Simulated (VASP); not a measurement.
Computed with PBEsol GGA, VASP's PBE PAW potentials (set 64) (plane waves; VASP).

A VASP calculation is set up with these files.

### INCAR
```
ALGO=Normal
EDIFF=1E-7
ENCUT=600
GGA=PS
ISIF=2
ISMEAR=0
LASPH=.TRUE.
LCHARG=.FALSE.
LMAXMIX=4
LREAL=.FALSE.
LWAVE=.FALSE.
NELM=100
PREC=Accurate
SIGMA=0.05
SYSTEM=BaF2
```

### KPOINTS
```
kpoints
0
gamma
  6 6 6
```

**POSCAR**
```
BaF2
1
    0.0000000000     3.0881705003     3.0881705003
    3.0881705003     0.0000000000     3.0881705003
    3.0881705003     3.0881705003     0.0000000000
Ba F
1 2
Direct
  0.0000000000   0.0000000000   0.0000000000
  0.2500000000   0.2500000000   0.2500000000
  0.7500000000   0.7500000000   0.7500000000
```

POTCAR, in this order: Ba_sv F (PBE.64 set). Program: vasp_std.

Output of the run:

OUTCAR:
```
 ion  position               nearest neighbor table
   1  0.000  0.000  0.000-   3 2.67   3 2.67   3 2.67   2 2.67   2 2.67   2 2.67   3 2.67   2 2.67
  LATTYP: Found a face centered cubic cell.
 ALAT       =     6.1763410006
 Subroutine PRICEL returns:
 Original cell was already a primitive cell.
 Subroutine GETGRP returns: Found 48 space group operations
The static configuration has the point symmetry O_h .
The dynamic configuration has the point symmetry O_h .
 Subroutine INISYM returns: Found 48 space group operations
 Subroutine IBZKPT returns following result:
 Found     16 irreducible k-points:

 Following reciprocal coordinates:
            Coordinates               Weight
  0.000000  0.000000  0.000000      1.000000
  0.166667  0.000000  0.000000      8.000000
  0.333333  0.000000  0.000000      8.000000
  0.500000  0.000000  0.000000      4.000000
  0.166667  0.166667  0.000000      6.000000
  0.333333  0.166667  0.000000     24.000000
  0.500000  0.166667  0.000000     24.000000
 -0.333333  0.166667  0.000000     24.000000
 -0.166667  0.166667  0.000000     12.000000
  0.333333  0.333333  0.000000      6.000000
  0.500000  0.333333  0.000000     24.000000
 -0.333333  0.333333  0.000000     12.000000
  0.500000  0.500000  0.000000      3.000000
  0.500000  0.333333  0.166667     24.000000
 -0.333333  0.333333  0.166667     24.000000
 -0.333333  0.500000  0.166667     12.000000
   k-points           NKPTS =     16   k-points in BZ     NKDIM =     16   number of bands    NBANDS=     16
   number of dos      NEDOS =    301   number of ions     NIONS =      3
   total plane-waves  NPLWV =  46656
   dimension x,y,z NGX =    36 NGY =   36 NGZ =   36
   dimension x,y,z NGXF=    72 NGYF=   72 NGZF=   72
   ions per type =               1   2
   PREC   = accura    normal or accurate (medium, high low for compatibility)
   ISTART =      0    job   : 0-new  1-cont  2-samecut
   ICHARG =      2    charge: 1-file 2-atom 10-const
   ISPIN  =      1    spin polarized calculation?
   LNONCOLLINEAR =      F non collinear calculations
   LSORBIT =      F    spin-orbit coupling
   INIWAV =      1    electr: 0-lowe 1-rand  2-diag
   ENCUT  =  600.0 eV  44.10 Ry    6.64 a.u.   8.72  8.72  8.72*2*pi/ulx,y,z
   NELM   =    100;   NELMIN=  2; NELMDL= -5     # of ELM steps
   EDIFF  = 0.1E-06   stopping-criterion for ELM
   LREAL  =      F    real-space projection
   NLSPLINE    = F    spline interpolate recip. space projectors
   LMAXMIX     =    4 max onsite mixed and CHGCAR
   VOSKOWN=      0    Vosko Wilk Nusair interpolation
   EDIFFG = 0.1E-05   stopping-criterion for IOM
   NSW    =      0    number of steps for IOM
   NBLOCK =      1;   KBLOCK =      1    inner block; outer block
   IBRION =     -1    ionic relax: 0-MD 1-quasi-New 2-CG
   NFREE  =      0    steps in history (QN), initial steepest desc. (CG)
   ISIF   =      2    stress and relaxation
   ISYM   =      2    0-nonsym 1-usesym 2-fastsym
   TEIN   =    0.0    initial temperature
   TEBEG  =    0.0;   TEEND  =   0.0 temperature during run
   SMASS  =  -3.00    Nose mass-parameter (am)
   PSTRESS=    0.0 pullay stress
   NELECT =      24.0000    total number of electrons
   EFERMI =   0.00;   METHOD = LEGACY
   ISMEAR =     0;   SIGMA  =   0.05  broadening in eV -4-tet -1-fermi 0-gaus
   IALGO  =     38    algorithm
   LDIAG  =      T    sub-space diagonalisation (order eigenvalues)
   IMIX   =      4    mixing-type and parameters
     AMIX     =   0.40;   BMIX     =  1.00
     AMIX_MAG =   1.60;   BMIX_MAG =  1.00
     AMIN     =   0.10
   GGA     = PS    functional components
   VOSKOWN =     0    Vosko Wilk Nusair interpolation
   LHFCALC =     F    Hartree Fock is set to
   LHFONE  =     F    Hartree Fock one center treatment
...
```

**OSZICAR**
```
       N       E                     dE             d eps       ncg     rms          rms(c)
DAV:   1     0.167830412630E+03    0.16783E+03   -0.14541E+04   512   0.158E+03
DAV:   2    -0.119787000026E+02   -0.17981E+03   -0.17805E+03   664   0.308E+02
DAV:   3    -0.190307155498E+02   -0.70520E+01   -0.70448E+01   672   0.694E+01
DAV:   4    -0.191518292768E+02   -0.12111E+00   -0.12110E+00   672   0.772E+00
DAV:   5    -0.191557045188E+02   -0.38752E-02   -0.38752E-02   664   0.938E-01    0.809E+00
DAV:   6    -0.176515942276E+02    0.15041E+01   -0.82869E+00   512   0.227E+01    0.449E+00
DAV:   7    -0.176291372940E+02    0.22457E-01   -0.30800E-01   640   0.512E+00    0.226E+00
DAV:   8    -0.176345454551E+02   -0.54082E-02   -0.47831E-02   616   0.266E+00    0.276E-01
DAV:   9    -0.176423779489E+02   -0.78325E-02   -0.14234E-02   600   0.820E-01    0.154E-01
DAV:  10    -0.176451820465E+02   -0.28041E-02   -0.51561E-03   520   0.461E-01    0.406E-02
DAV:  11    -0.176451731210E+02    0.89255E-05   -0.24246E-04   680   0.122E-01    0.183E-02
DAV:  12    -0.176452109347E+02   -0.37814E-04   -0.90787E-05   512   0.649E-02    0.373E-03
DAV:  13    -0.176452111332E+02   -0.19855E-06   -0.10176E-06   688   0.771E-03    0.222E-03
DAV:  14    -0.176452116429E+02   -0.50968E-06   -0.79421E-07   512   0.607E-03    0.111E-03
DAV:  15    -0.176452115515E+02    0.91468E-07   -0.97845E-08   496   0.219E-03
   1 F= -.17645212E+02 E0= -.17645212E+02  d E =-.147429E-16
```

File OUTCAR:
```
------------------------ aborting loop because EDIFF is reached ----------------------------------------
  FORCE on cell =-STRESS in cart. coord.  units (eV):
  Direction    XX          YY          ZZ          XY          YZ          ZX
  --------------------------------------------------------------------------------------
  Total       -0.0007721     -0.0007721     -0.0007721      0.0000000      0.0000000      0.0000000
  in kB       -0.0210027     -0.0210027     -0.0210027      0.0000000      0.0000000      0.0000000
  external PRESSURE =      -0.0210027 kB  Pullay stress =       0.0000000 kB
  volume of cell :       58.90
      direct lattice vectors                 reciprocal lattice vectors
     0.000000000  3.088170500  3.088170500    -0.161908159  0.161908159  0.161908159
     3.088170500  0.000000000  3.088170500     0.161908159 -0.161908159  0.161908159
     3.088170500  3.088170500  0.000000000     0.161908159  0.161908159 -0.161908159
 POSITION                                       TOTAL-FORCE (eV/Angst)
 -----------------------------------------------------------------------------------
      0.00000      0.00000      0.00000         0.000000      0.000000      0.000000
      1.54409      1.54409      1.54409         0.000000      0.000000      0.000000
      4.63226      4.63226      4.63226        -0.000000     -0.000000     -0.000000
 -----------------------------------------------------------------------------------
    total drift:                                0.000000      0.000000      0.000000
  FREE ENERGIE OF THE ION-ELECTRON SYSTEM (eV)
  ---------------------------------------------------
  free  energy   TOTEN  =       -17.6452115515 eV

  energy  without entropy=      -17.6452115515  energy(sigma->0) =      -17.64521155
```
(Selected blocks of OUTCAR.)

The compound is BaF2 in the fluorite structure. It was relaxed first.
